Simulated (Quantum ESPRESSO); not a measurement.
## Os: zone-centre phonons under several settings

```
Os
1.0
     2.73410    0.00000    0.00000
    -1.36705    2.36780    0.00000
     0.00000    0.00000    4.31970
Os
2
Cartesian
  1.3671 0.7893 3.2398
  0.0000 1.5785 1.0799
```

All runs used Quantum ESPRESSO 7.5; k mesh 11 × 11 × 6; no spin polarisation.

```tsv
level	potentials	geometry	cutoff (eV)	occupations	volume (Å³/atom)	pressure (GPa)	lowest optical mode without the field (cm⁻¹)	highest optical mode without the field (cm⁻¹)
PBEsol	PseudoDojo 0.4.1 SR PBEsol standard	relaxed cell	1007	cold, width 0.2 eV	13.88	0.0	147	220
LDA	PseudoDojo 0.4.1 SR LDA standard	given cell, atoms relaxed	1007	methfessel-paxton, width 0.2 eV	13.98	?	?	?
LDA	GBRV 1.5 LDA	relaxed cell	612	methfessel-paxton, width 0.272 eV	13.69	0.0	153	226
LDA	PseudoDojo 0.4.1 SR LDA standard	relaxed cell	1007	gaussian, width 0.272 eV	13.68	0.0	159	224
```

Question: What stands in the row left open?

Answer: Pressure -9.6 GPa; lowest optical mode without the field 147 cm⁻¹; highest optical mode without the field 212 cm⁻¹.

Caveats: the mesh is thin for the phonons of a metal; the cell is more than 3 GPa from zero pressure, which shifts response properties (some runs).

For the row left open. Caveat: the mesh is thin for the phonons of a metal; the cell is more than 3 GPa from zero pressure, which shifts response properties.
